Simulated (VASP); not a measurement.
Write the native input for VASP 6.6.1 that does the following.

| Quantity | Value |
| --- | --- |
| Task | relaxation of cell and atoms |
| Functional | LDA |
| Potentials or basis | VASP PAW LDA potentials, release 64 (Hg, Te) |
| Cutoff | 600 eV |
| k mesh | 8 × 8 × 8 |
| Occupations | fermi-dirac, width 0.05 eV |
| Spin | no spin polarisation |
| Ladder | gaps |
| Further INCAR settings | ALGO = Fast; EDIFF = 1e-06; IBRION = 2; EDIFFG = -0.005; NSW = 40; ISIF = 3 |

The structure of HgTe lies in POSCAR:

```
HgTe
1.0
   -3.0456030000      3.0456030000      1.5594100000
    3.0456030000     -3.0456030000      1.5594100000
    3.0456030000      3.0456030000     -1.5594100000
Hg Te
1 1
Direct
    0.7500000000      0.2500000000      0.5000000000
    0.0000000000      0.0000000000      0.0000000000
```

Measurements of this composition are mostly on another form, of space group No. 216.

One way to write it, as run:

INCAR

```
SYSTEM = HgTe
PREC = Accurate ; ENCUT = 600
EDIFF = 1E-6 ; ISMEAR = -1
SIGMA = 0.05 ; LREAL = .FALSE.
LASPH = .TRUE. ; NELM = 100
ALGO = Fast ; ISIF = 3
LWAVE = .FALSE. ; LCHARG = .FALSE.
GGA = CA ; IBRION = 2
NSW = 40 ; EDIFFG = -0.005
```

KPOINTS

```
Automatic mesh
0
G
  8 8 8
  0 0 0
```

Potentials or basis: VASP PAW LDA potentials, release 64 (Hg, Te).

Run with:

```sh
$ cat potpaw_LDA.64/Hg/POTCAR potpaw_LDA.64/Te/POTCAR > POTCAR
$ mpirun -np 1 vasp_std > vasp.out
```

It gave:

| Item | Value |
| --- | --- |
| Relaxed volume | 25.93 Å³/atom |
| Relaxed cell | a = 4.399 Å, b = 4.399 Å, c = 4.399 Å, α = 96.88°, β = 96.88°, γ = 139.51° |
| Space group after relaxing (to 0.05 Å) | I-4m2 (No. 119) |
| Energy gained by relaxing | 54.2 meV/atom |
| Ionic steps | 7 |
| Pressure after relaxing | 0.0 GPa |
| Band gap on the k mesh | none (metal or under the smearing width) |

It took 5 min on 1 thread of Intel(R) Xeon(R) Platinum 8259CL CPU @ 2.50GHz (Skylake/Cascade Lake) (shared host), peak memory 0.26 GiB.
